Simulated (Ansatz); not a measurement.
# BN: the cost of one run

Method: DFT PBE, scalar-relativistic, plane waves, PAW, in Ansatz 0.2.0.

## (1) Starting point

Symmetry: F-43m, No. 216, cubic system. The conventional cell has a = 3.626 Å, b = 3.626 Å, c = 3.626 Å, α = 90.00°, β = 90.00°, γ = 90.00°. Around B (site symmetry -43m) lie 4 N at 1.57 Å. N (site symmetry -43m) is surrounded by 4 B at 1.57 Å.

As a file:

```
CELL_PARAMETERS angstrom
0.00000 1.81300 1.81300
1.81300 0.00000 1.81300
1.81300 1.81300 0.00000
ATOMIC_POSITIONS crystal
B 0.00000 0.00000 0.00000
N 0.75000 0.75000 0.75000
```

It goes back to an entry of the Materials Project, which need not be the stable form.

The cell is taken as given, not relaxed at this level.

## (2) The scan: a tetragonal deformation path

At fixed volume and fractional coordinates, lengths along (0.000, 0.000, 1.000) are scaled against those across it; ρ is that ratio over its starting value.

## (3) ρ = 0.707

Input file input.yaml:

```yaml
crystal:
  lattice:
    - [0.0, 2.0351272637, 1.4388349754]
    - [2.0351272637, 0.0, 1.4388349754]
    - [2.0351272637, 2.0351272637, 0.0]
  atoms:
    - { symbol: B, position: [0.0, 0.0, 0.0] }
    - { symbol: "N", position: [0.75, 0.75, 0.75] }
basis:
  ecutwfc: 420
kpoints:
  mp_grid: { grid: [12, 12, 12] }
hamiltonian:
  xc: pbe
scf:
  occupations: { method: gaussian, width: 0.05 }
output:
  forces: true
  stress: true
  eigenvalues: true
```

What time and memory should one allow on 1 thread of an Arm CPU, shared host?

About 1.6 s, with a peak of 0.27 GiB.
